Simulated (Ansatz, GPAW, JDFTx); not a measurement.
**One calculation of BP, 4 ways**

```
P B
1.0
     0.00000    2.26900    2.26900
     2.26900    0.00000    2.26900
     2.26900    2.26900    0.00000
P B
1 1
Direct
  0.75000 0.75000 0.75000
  0.00000 0.00000 0.00000
```

Alike in all runs: task single point; functional PBEsol; k mesh 10 × 10 × 10; occupations gaussian, width 0.1 eV; no spin polarisation; no spin-orbit coupling. Pressure is positive in compression and, in plane waves, holds the error of the finite cutoff, which Ansatz's Pulay term estimates and takes out.

```
                                        program and potentials  plane-wave cutoff (eV)                                                                                   notes  band gap (eV)  pressure (GPa)
                                            Ansatz, Ansatz PAW                     420  potentials made for PBE, which Ansatz adapts in part; Pulay term of +0.13 GPa included           1.13           -1.96
             GPAW, PAW data sets generated for this functional                     800                                                                                       -           1.14           -1.74
                Ansatz, all-electron LAPW, scalar-relativistic                       -                                                                                       -           1.14           -2.01
JDFTx, PseudoDojo-SR-PBEsol-0.4.1-standard with smoothed tails                    1034                                                                                       -           1.14           -1.91
```

The band gap spans 1.13 (Ansatz, Ansatz PAW) to 1.14 eV (JDFTx, PseudoDojo-SR-PBEsol-0.4.1-standard with smoothed tails), with all-electron results at 1.14. The pressure spans -2.01 (Ansatz, all-electron LAPW, scalar-relativistic) to -1.74 GPa (GPAW, PAW data sets generated for this functional), with all-electron results at -2.01. The gap is indirect and read on the mesh alone.

The functional is the same throughout but for its coding, so the spread measures potentials, basis and numerics; runs on potential files found faulty are left out.
